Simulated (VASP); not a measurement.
Write the native input for VASP 6.6.1 that does the following.

- Task: electrostatic potential
- Functional: r2SCAN
- Potentials or basis: VASP PAW PBE potentials, release 64 (Ba_sv, O)
- Cutoff: 520 eV
- k mesh: 8 × 8 × 8
- Occupations: gaussian, width 0.02 eV
- Spin: no spin polarisation
- Further INCAR settings: ALGO = Normal; EDIFF = 1e-07

The structure of BaO lies in POSCAR:

```
BaO                                     
1.0
   -0.0000000000      2.7909961356      2.7909961356
    2.7909961356      0.0000000000      2.7909961356
    2.7909961356      2.7909961356     -0.0000000000
  Ba              O             
     1     1
Direct
     0.0000000000000000    0.0000000000000000    0.0000000000000000
     0.5000000000000000    0.5000000000000000    0.5000000000000000
```

The cell was built by a generator and needn't be a form met in nature.

These files were run (other wordings do the same):

INCAR

```
ALGO     = Normal         # electronic algorithm
EDIFF    = 1E-7           # SCF threshold, eV
ENCUT    = 520            # plane-wave cutoff, eV
ISIF     = 2              # what is computed and relaxed
ISMEAR   = 0              # smearing method
LASPH    = True           # aspherical terms in the spheres
LCHARG   = True           # write CHGCAR
LMIXTAU  = True         
LREAL    = False          # projectors in reciprocal space
LVHAR    = True         
LWAVE    = False          # write WAVECAR
METAGGA  = R2SCAN         # meta-GGA
NELM     = 80             # most SCF steps
PREC     = Accurate       # precision mode
SIGMA    = 0.02           # smearing width, eV
```

KPOINTS

```
k-points
0
Gamma
  8 8 8
```

Potentials or basis: VASP PAW PBE potentials, release 64 (Ba_sv, O).

Command:

```console
$ cat potpaw_PBE.64/Ba_sv/POTCAR potpaw_PBE.64/O/POTCAR > POTCAR
$ mpirun -np 1 vasp_std > vasp.out
```

Results of the run:

* Pressure: 0.1 GPa
* Band gap on the k mesh: 2.38 eV, direct

Caveat: the PAW data sets were made with another functional, which shifts forces and pressure a little; spin-orbit coupling is left out, which moves the levels of the heavy elements.

Run time: 82 s on 1 thread of Intel(R) Xeon(R) Platinum 8259CL CPU @ 2.50GHz (Skylake/Cascade Lake), with other jobs on the host, peak memory 0.18 GiB.
